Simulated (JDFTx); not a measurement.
# InAs under changes of volume

One of the cells (27.489 Å³/atom); the others are scaled copies at fixed shape and fractional positions:

```
CELL_PARAMETERS angstrom
0.00000 3.01800 3.01800
3.01800 0.00000 3.01800
3.01800 3.01800 0.00000
ATOMIC_POSITIONS crystal
In 0.00000 0.00000 0.00000
As 0.75000 0.75000 0.75000
```

| Property | Result |
| --- | --- |
| Program | JDFTx 1.7.0 (patched build) |
| Functional | PBEsol |
| Potentials or basis | PseudoDojo-SR-PBEsol-0.4.1-standard with smoothed tails |
| Cutoff | 1143 eV |
| Density cutoff | 9143 eV |
| k mesh | 8 × 8 × 8 |
| Occupations | fermi-dirac, width 0.05 eV |
| Spin | no spin polarisation |

| volume (Å³/atom) | energy over the lowest point (meV/atom) | pressure (GPa) |
| --- | --- | --- |
| 25.840 | ? | ? |
| 26.389 | 23.96 | 4.4 |
| 26.939 | 11.29 | 3.0 |
| 27.489 | 3.46 | 1.6 |
| 28.039 | 0.00 | 0.4 |
| 28.588 | 0.43 | -0.7 |
| 29.138 | 4.32 | -1.6 |

Q: What does the run at 25.840 Å³/atom give?

A: Energy over the lowest point 42.00 meV/atom; pressure 6.1 GPa.

Worked out: A Birch-Murnaghan fit of order 3 (a polynomial in V^(-2/3)) to the other rows has its minimum at 28.25 Å³/atom with B0 = V·E''(V) = 56 GPa and B' = 4.7. It gives 42.05 meV/atom at 25.840 Å³/atom, against the run's 42.00, and -dE/dV = 6.1 GPa, against 6.1.

Energies are extrapolated to zero smearing.
